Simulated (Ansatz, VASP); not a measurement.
This is a calculation of BeSe for Ansatz 0.2.0.

Contents of input.yaml:

```yaml
crystal:
  lattice:
    - [0.0, 2.4832507856, 2.4832507856]
    - [2.4832507856, 0.0, 2.4832507856]
    - [2.4832507856, 2.4832507856, 0.0]
  atoms:
    - { symbol: Se, position: [0.75, 0.75, 0.75] }
    - { symbol: Be, position: [0.0, 0.0, 0.0] }
hamiltonian:
  xc: pbe
  pseudopotentials: { kind: paw }
kpoints:
  mp_grid: { grid: [9, 9, 9] }
scf:
  occupations: { method: fermi_dirac, width: 0.05 }
output:
  forces: true
  stress: true
  eigenvalues: true
```

Potentials or basis: Ansatz PAW.

Launch:

```sh
$ ansatz run input.yaml --threads 2 --pin off --max-ram 5120MiB --backend cpu --events-out ev --progress --plain --runs-dir out
```

Question: Set up the same calculation for VASP 6.6.1. Potentials there: VASP PAW PBE potentials, release 64 (Se, Be).

Answer: As run (the cutoff follows the program's own potentials):

INCAR

```
SYSTEM = BeSe
PREC     = Accurate       ! precision mode
ENCUT    = 520            ! plane-wave cutoff, eV
EDIFF    = 1E-7           ! SCF threshold, eV
ISMEAR   = -1             ! smearing method
SIGMA    = 0.05           ! smearing width, eV
LREAL    = .False.        ! projectors in reciprocal space
LASPH    = .True.         ! aspherical terms in the spheres
NELM     = 100            ! most SCF steps
ALGO     = Normal         ! electronic algorithm
ISIF     = 2              ! what is computed and relaxed
LWAVE    = .False.        ! write WAVECAR
LCHARG   = .False.        ! write CHGCAR
GGA      = PE             ! functional
NBANDS   = 11             ! bands
```

Contents of KPOINTS:

```
regular mesh
0
Gamma
  9 9 9
  0 0 0
```

POSCAR

```
BeSe
1.0
    0.0000000000      2.4832507856      2.4832507856
    2.4832507856      0.0000000000      2.4832507856
    2.4832507856      2.4832507856      0.0000000000
Se Be
1 1
Direct
    0.7500000000      0.7500000000      0.7500000000
    0.0000000000      0.0000000000      0.0000000000
```

Potentials or basis: VASP PAW PBE potentials, release 64 (Se, Be).

The run is started by

```bash
$ cat potpaw_PBE.64/Se/POTCAR potpaw_PBE.64/Be/POTCAR > POTCAR
$ mpirun -np 1 vasp_std > vasp.out
```

Both were run:

|  | VASP | Ansatz | Ansatz less VASP |
| --- | --- | --- | --- |
| gap on the k mesh at the Fermi level (eV) | 2.46 | 2.47 | +0.015 |
| least direct gap on the mesh (eV) | 4.97 | 4.99 | +0.018 |
| pressure (GPa) | 12.3 | 12.0 | -0.29 |

The two sets of potentials don't hold the same shells in valence.

Caveats: an odd mesh through Γ misses points on the zone boundary, where band edges often lie (VASP); odd divisions of the mesh miss points on the zone boundary, where band edges often lie, so the gap on the mesh can be too wide (Ansatz).
